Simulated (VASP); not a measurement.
# Bi (Pm-3m) in VASP: single point with LDA

Aim: the single point of Bi with LDA.

Program: VASP 6.6.1. These are calculated values, not measurements. Logs are shortened: lines on timing, memory, paths and dates and some standing lists are left out, and cuts for length are marked.

### 1 The crystal as given

The structure is cubic, space group Pm-3m (No. 221). The conventional cell has a = 3.145 Å, b = 3.145 Å, c = 3.145 Å, α = 90.00°, β = 90.00°, γ = 90.00°. Around Bi (site symmetry m-3m) lie 6 Bi at 3.15 Å.

This isn't the form of Bi at room conditions, which is rhombohedral.

### 2 Single point, LDA

The input, INCAR:

```
SYSTEM = Bi
PREC = Accurate
ENCUT = 520
EDIFF = 1E-7
ISMEAR = 0
SIGMA = 0.15
LREAL = .False.
LASPH = .True.
NELM = 100
ALGO = Fast
ISIF = 2
LWAVE = .False.
LCHARG = .False.
NBANDS = 14
```

The input, KPOINTS:

```
Automatic mesh
0
Gamma
  18 18 18
  0 0 0
```

The input, POSCAR:

```
Bi
1.0
   -1.0484416369      2.0968832737      2.0968832737
    2.0968832737     -1.0484416369      2.0968832737
    2.0968832737      2.0968832737     -1.0484416369
Bi
1
Direct
    0.0000000000      0.0000000000      0.0000000000
```

Potentials or basis: VASP PAW LDA potentials, release 64 (Bi_d).

Launch:

```
cat potpaw_LDA.64/Bi_d/POTCAR > POTCAR
mpirun -np 1 vasp_std > vasp.out
```

OUTCAR:

```text
SYSTEM = Bi
   PREC = Accurate
   ENCUT = 520
   EDIFF = 1E-7
   ISMEAR = 0
   LREAL = .False.
   LASPH = .True.
   NELM = 100
   ISIF = 2

 ion  position               nearest neighbor table
   1  0.000  0.000  0.000-

  LATTYP: Found a simple cubic cell.
 ALAT       =     3.1453249106

  Lattice vectors:

 A1 = (  -1.0484416369,   2.0968832737,   2.0968832737)
 A2 = (   2.0968832737,  -1.0484416369,   2.0968832737)
 A3 = (   2.0968832737,   2.0968832737,  -1.0484416369)

Analysis of symmetry for initial positions (statically):
=====================================================================
 Subroutine PRICEL returns:
 Original cell was already a primitive cell.

 Routine SETGRP: Setting up the symmetry group for a
 simple cubic supercell.

 Subroutine GETGRP returns: Found 48 space group operations
 (whereof 48 operations were pure point group operations)
 out of a pool of 48 trial point group operations.

The static configuration has the point symmetry O_h .

Analysis of symmetry for dynamics (positions and initial velocities):
=====================================================================
 Subroutine PRICEL returns:
 Original cell was already a primitive cell.

 Routine SETGRP: Setting up the symmetry group for a
 simple cubic supercell.

 Subroutine GETGRP returns: Found 48 space group operations
 (whereof 48 operations were pure point group operations)
 out of a pool of 48 trial point group operations.

The dynamic configuration has the point symmetry O_h .

 Subroutine INISYM returns: Found 48 space group operations
 (whereof 48 operations are pure point group operations),
 and found     1 'primitive' translations

----------------------------------------------------------------------------------------

                                     Primitive cell

  volume of cell :      31.1169

  direct lattice vectors                    reciprocal lattice vectors
    -1.048441637  2.096883274  2.096883274    -0.105977393  0.211954785  0.211954785
     2.096883274 -1.048441637  2.096883274     0.211954785 -0.105977393  0.211954785
     2.096883274  2.096883274 -1.048441637     0.211954785  0.211954785 -0.105977393

  length of vectors
     3.145324911  3.145324911  3.145324911     0.317932178  0.317932178  0.317932178

  position of ions in fractional coordinates (direct lattice)
     0.000000000  0.000000000  0.000000000

  ion indices of the primitive-cell ions
   primitive index   ion index
                 1           1

----------------------------------------------------------------------------------------

 KPOINTS: Automatic mesh

Automatic generation of k-mesh.
 Grid dimensions read from file:
 generate k-points for:   18   18   18

 Generating k-lattice:

  Cartesian coordinates                     Fractional coordinates (reciprocal lattice)
    -0.005887633  0.011775266  0.011775266     0.055555556 -0.000000000 -0.000000000
     0.011775266 -0.005887633  0.011775266    -0.000000000  0.055555556 -0.000000000
     0.011775266  0.011775266 -0.005887633    -0.000000000 -0.000000000  0.055555556

  Length of vectors
     0.017662899  0.017662899  0.017662899

  Shift w.r.t. Gamma in fractional coordinates (k-lattice)
     0.000000000  0.000000000  0.000000000

 Subroutine IBZKPT returns following result:
 ===========================================

 Found    220 irreducible k-points:

 Following reciprocal coordinates:
            Coordinates               Weight
  0.000000  0.000000  0.000000      1.000000
  0.055556  0.000000  0.000000      6.000000
  0.111111  0.000000  0.000000      6.000000
  0.166667  0.000000  0.000000      6.000000
  0.222222  0.000000  0.000000      6.000000
  0.277778  0.000000  0.000000      6.000000
[... 16 lines left out ...]
  0.277778  0.111111  0.000000     24.000000
  0.333333  0.111111  0.000000     24.000000
 [... further k-points ...]
   k-points           NKPTS =    220   k-points in BZ     NKDIM =    220   number of bands    NBANDS=     14
   number of dos      NEDOS =    301   number of ions     NIONS =      1
   total plane-waves  NPLWV =  13824
   dimension x,y,z NGX =    24 NGY =   24 NGZ =   24
   dimension x,y,z NGXF=    48 NGYF=   48 NGZF=   48
   ions per type =               1
   NGX,Y,Z   is equivalent  to a cutoff of  12.69, 12.69, 12.69 a.u.
   NGXF,Y,Z  is equivalent  to a cutoff of  25.37, 25.37, 25.37 a.u.
 SYSTEM =  Bi
   PREC   = accura    normal or accurate (medium, high low for compatibility)
   ISTART =      0    job   : 0-new  1-cont  2-samecut
   ICHARG =      2    charge: 1-file 2-atom 10-const
   ISPIN  =      1    spin polarized calculation?
   LNONCOLLINEAR =      F non collinear calculations
   LSORBIT =      F    spin-orbit coupling
   LASPH  =      T    aspherical Exc in radial PAW
   ENCUT  =  520.0 eV  38.22 Ry    6.18 a.u.   5.85  5.85  5.85*2*pi/ulx,y,z
   NELM   =    100;   NELMIN=  2; NELMDL= -5     # of ELM steps
   EDIFF  = 0.1E-06   stopping-criterion for ELM
   LREAL  =      F    real-space projection
   EDIFFG = 0.1E-05   stopping-criterion for IOM
   NSW    =      0    number of steps for IOM
   IBRION =     -1    ionic relax: 0-MD 1-quasi-New 2-CG
   NFREE  =      0    steps in history (QN), initial steepest desc. (CG)
   ISIF   =      2    stress and relaxation
   ISYM   =      2    0-nonsym 1-usesym 2-fastsym
   POTIM  = 0.5000    time-step for ionic-motion
   TEBEG  =    0.0;   TEEND  =   0.0 temperature during run
   PSTRESS=    0.0 pullay stress
   NELECT =      15.0000    total number of electrons
   NUPDOWN=      -1.0000    fix difference up-down
   EMIN   =  10.00;   EMAX   =-10.00  energy-range for DOS
   EFERMI =   0.00;   METHOD = LEGACY
   ISMEAR =     0;   SIGMA  =   0.15  broadening in eV -4-tet -1-fermi 0-gaus
   EFERMI_NEDOS =   21; number of points for ismear=-14 and -15
   IALGO  =     68    algorithm
   IMIX   =      4    mixing-type and parameters
     AMIX     =   0.40;   BMIX     =  1.00
     AMIX_MAG =   1.60;   BMIX_MAG =  1.00
  volume/ion in A,a.u.               =      31.12       209.99
  Fermi-wavevector in a.u.,A,eV,Ry     =   1.283630  2.425708 22.418388  1.647705
  Thomas-Fermi vector in A             =   2.415871
   LORBIT       =      0    0 simple, 1 ext, 2 COOP (PROOUT), +10 PAW based schemes
   GGA     = CA    functional components
   LHFCALC =     F    Hartree Fock is set to
   AEXX    =    0.0000 exact exchange contribution
   IVDW    =     0    specifies the selected vdW correction
   LEPSILON=     F    determine dielectric tensor
   LRPA    =     F    only Hartree local field effects (RPA)
 non-spin polarized calculation
 RMM-DIIS sequential band-by-band and
 Gauss-broadening in eV      SIGMA  =   0.15
  energy-cutoff  :      520.00
  volume of cell :       31.12
 maximum number of plane-waves:       864
 NGX is ok and might be reduce to    24
   NGX = 11   NGY = 11   NGZ = 11

 number of electron      14.9999997 magnetization

 Free energy of the ion-electron system (eV)
  ---------------------------------------------------
  ext. energy  EPLUGINS =         0.00000000
  ---------------------------------------------------
  free energy    TOTEN  =        -4.52687706 eV

  energy without entropy =       -4.52183050  energy(sigma->0) =       -4.52435378

 E-fermi :   7.5671     XC(G=0): -10.4004

 val. band max:        7.5537770717   @ k =   0.2222   0.2222   0.2222
 cond. band min:       7.5956538050   @ k =   0.4444   0.3889   0.3333
 fundamental gap:      0.0418767333
 Fermi energy:         7.5670860365

 k-point     1 :       0.0000    0.0000    0.0000
  band No.  band energies     occupation
      1     -15.5182      2.00000
      2     -15.5182      2.00000
      3     -15.0668      2.00000
      4     -15.0668      2.00000
      5     -15.0668      2.00000
      6      -6.2621      2.00000
      7      10.9188      0.00000
      8      10.9188      0.00000
      9      10.9188      0.00000
     10      14.4581      0.00000
     11      15.7545      0.00000
     12      15.7545      0.00000
     13      24.8270      0.00000
     14      24.8270      0.00000

 k-point     2 :       0.0556    0.0000    0.0000
  band No.  band energies     occupation
      1     -15.5176      2.00000
      2     -15.5073      2.00000
      3     -15.0703      2.00000
      4     -15.0703      2.00000
      5     -15.0665      2.00000
      6      -6.2186      2.00000
      7      10.2917      0.00000
      8      10.9684      0.00000
      9      10.9684      0.00000
     10      14.7075      0.00000
     11      15.7835      0.00000
     12      16.2362      0.00000
     13      24.5425      0.00000
     14      24.7680      0.00000

 k-point     3 :       0.1111    0.0000    0.0000
  band No.  band energies     occupation
      1     -15.5159      2.00000
      2     -15.4759      2.00000
      3     -15.0806      2.00000
      4     -15.0806      2.00000
      5     -15.0656      2.00000
      6      -6.0888      2.00000
      7       9.0107      0.00000
      8      11.1148      0.00000
      9      11.1148      0.00000
     10      14.9707      0.00000
     11      15.8705      0.00000
     12      17.5666      0.00000
     13      23.8147      0.00000
     14      24.5227      0.00000
[... 324 lines left out ...]
 k-point    23 :       0.2778    0.1111    0.0000
  band No.  band energies     occupation
      1     -15.4763      2.00000
      2     -15.2893      2.00000
      3     -15.1522      2.00000
      4     -15.1343      2.00000
      5     -15.0747      2.00000
      6      -5.0553      2.00000
      7       5.0975      2.00000
      8      10.1013      0.00000
      9      12.2259      0.00000
     10      16.2237      0.00000
     11      17.6632      0.00000
     12      19.7057      0.00000
     13      21.5193      0.00000
     14      22.4551      0.00000

 k-point    24 :       0.3333    0.1111    0.0000
  band No.  band energies     occupation
      1     -15.4726      2.00000
      2     -15.2301      2.00000
      3     -15.1719      2.00000
      4     -15.1533      2.00000
      5     -15.0731      2.00000
      6      -4.6587      2.00000
      7       3.9502      2.00000
      8      10.4998      0.00000
      9      12.6102      0.00000
     10      16.5313      0.00000
     11      17.2235      0.00000
     12      19.6835      0.00000
     13      20.5937      0.00000
     14      21.6271      0.00000

 [... further k-points ...]

------------------------ aborting loop because EDIFF is reached ----------------------------------------

  FORCE on cell =-STRESS in cart. coord.  units (eV):
  Direction    XX          YY          ZZ          XY          YZ          ZX
  --------------------------------------------------------------------------------------
  -------------------------------------------------------------------------------------
  Total        0.6157233      0.6157233      0.6157233     -0.0000000     -0.0000000     -0.0000000
  in kB       31.7029445     31.7029445     31.7029445     -0.0000000     -0.0000000     -0.0000000
  external PRESSURE =      31.7029445 kB  Pullay stress =       0.0000000 kB

 VOLUME and BASIS-vectors are now :
 -----------------------------------------------------------------------------
  energy-cutoff  :      520.00
  volume of cell :       31.12
      direct lattice vectors                 reciprocal lattice vectors
    -1.048441637  2.096883274  2.096883274    -0.105977393  0.211954785  0.211954785
     2.096883274 -1.048441637  2.096883274     0.211954785 -0.105977393  0.211954785
     2.096883274  2.096883274 -1.048441637     0.211954785  0.211954785 -0.105977393

 POSITION                                       TOTAL-FORCE (eV/Angst)
 -----------------------------------------------------------------------------------
      0.00000      0.00000      0.00000         0.000000     -0.000000      0.000000
 -----------------------------------------------------------------------------------
    total drift:                               -0.000000      0.000000      0.000000

  FREE ENERGIE OF THE ION-ELECTRON SYSTEM (eV)
  ---------------------------------------------------
  free  energy   TOTEN  =        -4.5268770631 eV

  energy  without entropy=       -4.5218305000  energy(sigma->0) =       -4.52435378
```

Wall time 44 s (1 thread of AMD EPYC 9R45 (Zen 5), shared host); peak memory 0.16 GiB.

Results:

```yaml
Free_energy: -4.5269 eV
Pressure: 3.2 GPa
Band_gap_on_the_k_mesh: none (metal or under the smearing width)
```

Caveat: spin-orbit coupling is left out, which moves the levels of the heavy elements.
